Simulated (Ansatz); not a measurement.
CuO:

```
Cu O
1.0
     0.18960   -2.17229   -2.04314
    -2.01972    0.10630   -1.95984
     2.38320    2.28584   -4.38944
Cu O
2 2
Direct
  0.45623 0.53069 0.48541
  0.97428 0.98587 0.02436
  0.80166 0.74472 0.73928
  0.26782 0.23873 0.25095
```

The cell comes from a database or a generator and needn't be the stable form of this composition.

Base run:

| Quantity | Value |
| --- | --- |
| Program | Ansatz 0.2.0 |
| Functional | LDA |
| Potentials or basis | Ansatz PAW |
| Cutoff | 420 eV (not typed: the program's choice for these potentials) |
| k mesh | 10 × 10 × 5 |
| Occupations | fermi-dirac, width 0.05 eV |
| Spin | no spin polarisation |
| Hubbard terms | Cu d U = 4.5 eV |

Its results: band gap on the k mesh none (metal or under the smearing width); pressure -16.1 GPa; largest force 1.427 eV/Å.

**Question.** The run is repeated on the same cell with these changes: functional from LDA to PBE. What comes out?

**Answer.** Band gap on the k mesh none (metal or under the smearing width); pressure -1.1 GPa; largest force 1.644 eV/Å.

PBE binds less tightly than LDA, so the same cell stands under more pressure.

Caveats: the run has no spin polarisation, though such a crystal can be magnetic; U without spin polarisation on a metal has little footing; forces of over 1 eV/Å show positions far from the minimum, so gaps and moduli don't describe the material at rest; the PAW data sets come from PBE, with cores solved anew for the run's functional, which leaves a small shift of forces and pressure (some runs).
